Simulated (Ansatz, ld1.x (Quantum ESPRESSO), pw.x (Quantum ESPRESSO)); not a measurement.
# Ta: does the TM potential hold in the solid?

ld1.x (Quantum ESPRESSO) 7.5 input, shortened:

```
&input
   title='Ta', zed=73., rel=1, dft='PBE', iswitch=3,
   config='[Xe] 4f14 5d3 6s2 6p0'
 /
 &inputp
   pseudotype=2, tm=.true., lloc=0,
   nlcc=.false.
 /
3
6P  2  1   0.00   0.00  3.40  3.40  0.0
5D  3  2   3.00   0.00  2.10  2.10  0.0
6S  1  0   2.00   0.00  3.22  3.22  0.0
 &test
   configts(1)='5d3 6s2 6p0'
 /
```

Crystal test: bcc Ta in pw.x 7.5, no spin, 14³ k-points, Fermi–Dirac smearing 0.01 Ry, cutoffs 45/180 Ry. The reference is all-electron LAPW (Ansatz 0.2.0) with the same functional, mesh and smearing; V0 and B0 come from Birch–Murnaghan fits to the pressures at five volumes. Errors are pseudo minus all-electron; Δ is the rms difference of the E(V) curves that follow from these fits, minima aligned, over ±6 % about the mean V0. Mesh and smearing are coarse, so the numbers serve the comparison and aren't converged zero-temperature values; the lattice is a test structure that the element need not adopt.

```tsv
V (Å³/atom)	P all-electron (GPa)	P pseudo (GPa)
17.282	12.43	17.48
17.737	6.48	11.30
18.192	1.22	5.80
18.647	-3.44	0.92
19.102	-7.57	-3.43
```

All-electron: a0 = 3.321 Å (V0 = 18.31 Å³/atom), B0 = 193.2 GPa.

Pseudopotential: mean pressure error (GPa): +4.59; a0 (Å): 3.346; a0 error (%): +0.78; B0 error (%): -4.1; Δ (meV/atom): 17.8. The largest radius (3.40 bohr) exceeds half the bond length (2.71 bohr), so the spheres overlap, which is one possible source of error among others. This is a poor potential for the solid.

**Question.** At the middle volume, how do free energy and pressure move when the wave cutoff is lowered (ecutrho kept at four times it)?

**Answer.**

| cutoff (Ry) | shift of F (meV/atom) | shift of P (GPa) |
| --- | --- | --- |
| 20 | +753.4 | -25.57 |
| 27 | +54.0 | -3.34 |
| 36 | +0.6 | -0.04 |

Input at the middle volume:

```
&control
  calculation='scf', prefix='x', pseudo_dir='./', outdir='./tmp', tstress=.true., disk_io='none'
/
&system
  ibrav=0, nat=1, ntyp=1, ecutwfc=45, ecutrho=180, nbnd=9,
  occupations='smearing', smearing='fd', degauss=0.01
/
&electrons
  conv_thr=1e-09, mixing_beta=0.4, electron_maxstep=70
/
ATOMIC_SPECIES
Ta 1.0 Ta.UPF
CELL_PARAMETERS angstrom
  -1.65681297 1.65681297 1.65681297
  1.65681297 -1.65681297 1.65681297
  1.65681297 1.65681297 -1.65681297
ATOMIC_POSITIONS crystal
Ta 0.0000 0.0000 0.0000
K_POINTS automatic
14 14 14 0 0 0
```

```bash
pw.x < Ta.scf.in > Ta.scf.out
```

Lines of the output:

```
Message from routine setup:
     using ibrav=0 with symmetry is DISCOURAGED, use correct ibrav instead
     lattice parameter (alat)  =       5.4229  a.u.
     unit-cell volume          =     122.7657 (a.u.)^3
     number of electrons       =         5.00
     number of Kohn-Sham states=            9
     kinetic-energy cutoff     =      45.0000  Ry
     charge density cutoff     =     180.0000  Ry
     scf convergence threshold =      1.0E-09
     Exchange-correlation= PBE
     number of k points=   104  Fermi-Dirac smearing, width (Ry)=  0.0100
     iteration #  1     ecut=    45.00 Ry     beta= 0.40
     total energy              =     -10.07994257 Ry
     estimated scf accuracy    <       0.01925384 Ry
     iteration #  2     ecut=    45.00 Ry     beta= 0.40
     total energy              =     -10.07904197 Ry
     estimated scf accuracy    <       0.00438197 Ry
     iteration #  3     ecut=    45.00 Ry     beta= 0.40
     total energy              =     -10.07966678 Ry
     estimated scf accuracy    <       0.00008757 Ry
     iteration #  4     ecut=    45.00 Ry     beta= 0.40
     total energy              =     -10.07968415 Ry
     estimated scf accuracy    <       0.00001209 Ry
     iteration #  5     ecut=    45.00 Ry     beta= 0.40
     total energy              =     -10.07968594 Ry
     estimated scf accuracy    <       0.00000058 Ry
     iteration #  6     ecut=    45.00 Ry     beta= 0.40
     total energy              =     -10.07968599 Ry
     estimated scf accuracy    <       0.00000002 Ry
     iteration #  7     ecut=    45.00 Ry     beta= 0.40
     the Fermi energy is    11.8492 ev
!    total energy              =     -10.07968599 Ry
     estimated scf accuracy    <          3.3E-10 Ry
     smearing contrib. (-TS)   =      -0.00563300 Ry
     The total energy is F=E-TS. E is the sum of the following terms:
     one-electron contribution =       7.45880545 Ry
     hartree contribution      =       0.04958700 Ry
     xc contribution           =      -3.05304885 Ry
     ewald contribution        =     -14.52939660 Ry
     convergence has been achieved in   7 iterations
          total   stress  (Ry/bohr**3)                   (kbar)     P=       58.01
     Message from routine punch:
     Nothing written, as per user request (disk_io='none')
```

The run at the middle volume (104 k-points, 7 iterations) took about 5.2 s on one core of a shared host (Neoverse-V2, 192 threads, 1485 GiB, load 92).
